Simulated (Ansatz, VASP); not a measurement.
Given: the input of a run of VASP 6.6.1 on CO2.

Contents of INCAR:

```
SYSTEM = CO2
PREC = Accurate
ENCUT = 520
EDIFF = 1E-6
ISMEAR = -1
SIGMA = 0.05
LREAL = .False.
LASPH = .True.
NELM = 80
ALGO = Normal
ISIF = 2
LWAVE = .False.
LCHARG = .False.
GGA = PS
NBANDS = 25
```

The input KPOINTS:

```
Automatic mesh
0
Gamma
  8 8 4
  0 0 0
```

File POSCAR:

```
CO2
1.0
    2.6359112300     -2.3873781200      0.0000000000
    2.6359112300      2.3873781200      0.0000000000
    0.0000000000      0.0000000000      6.5871749100
O C
4 2
Direct
    0.3065085700      0.6934914300      0.6081566100
    0.6934914300      0.3065085700      0.3918433900
    0.1934914300      0.8065085700      0.1081566100
    0.8065085700      0.1934914300      0.8918433900
    0.5000000000      0.5000000000      0.5000000000
    0.0000000000      0.0000000000      0.0000000000
```

Potentials or basis: VASP PAW PBE potentials, release 64 (O, C).

Run with:

```sh
$ cat potpaw_PBE.64/O/POTCAR potpaw_PBE.64/C/POTCAR > POTCAR
$ mpirun -np 1 vasp_std > vasp.out
```

Translate it to Ansatz 0.2.0. Potentials there: all-electron LAPW, scalar-relativistic.

As run (the cutoff follows the program's own potentials):

input.yaml

```yaml
crystal:
  lattice:
    - [2.63591123, -2.38737812, 0.0]
    - [2.63591123, 2.38737812, 0.0]
    - [0.0, 0.0, 6.58717491]
  atoms:
    - { symbol: O, position: [0.30650857, 0.69349143, 0.60815661] }
    - { symbol: O, position: [0.69349143, 0.30650857, 0.39184339] }
    - { symbol: O, position: [0.19349143, 0.80650857, 0.10815661] }
    - { symbol: O, position: [0.80650857, 0.19349143, 0.89184339] }
    - { symbol: C, position: [0.5, 0.5, 0.5] }
    - { symbol: C, position: [0.0, 0.0, 0.0] }
kpoints:
  mp_grid: { grid: [8, 8, 4] }
scf:
  occupations: { method: fermi_dirac, width: 0.05 }
hamiltonian:
  xc: pbesol
  pseudopotentials: { kind: all_electron, lapw: { basis_error: 0.001 } }
output:
  forces: true
  stress: true
  eigenvalues: true
```

Potentials or basis: all-electron LAPW, scalar-relativistic.

The run is started by

```console
$ ansatz run input.yaml --threads 4 --pin off --max-ram 12288MiB --backend cpu --events-out ev --progress --plain --runs-dir out
```

Both were run:

|  | VASP | Ansatz | Ansatz less VASP |
| --- | --- | --- | --- |
| gap on the k mesh at the Fermi level (eV) | 6.52 | 6.55 | +0.026 |
| least direct gap on the mesh (eV) | 7.09 | 7.11 | +0.028 |
| pressure (GPa) | 2.8 | 1.0 | -1.79 |
| largest component of the traceless stress (GPa) | 1.89 | 0.20 | -1.693 |
| rms of the force components (eV/Å) | 0.313 | 0.020 | -0.2933 |

Atom by atom the forces differ by 0.332 eV/Å (rms over components). Ansatz ran all-electron here, so the differences hold the error of VASP's frozen core and of both bases.

Caveats: the standard files for N, O and F lose accuracy on very short bonds (VASP); the PAW data sets were made with another functional, which shifts forces and pressure a little (VASP). PBEsol gaps usually lie below the measured ones, often by a third to a half. A k mesh can miss the band edges.
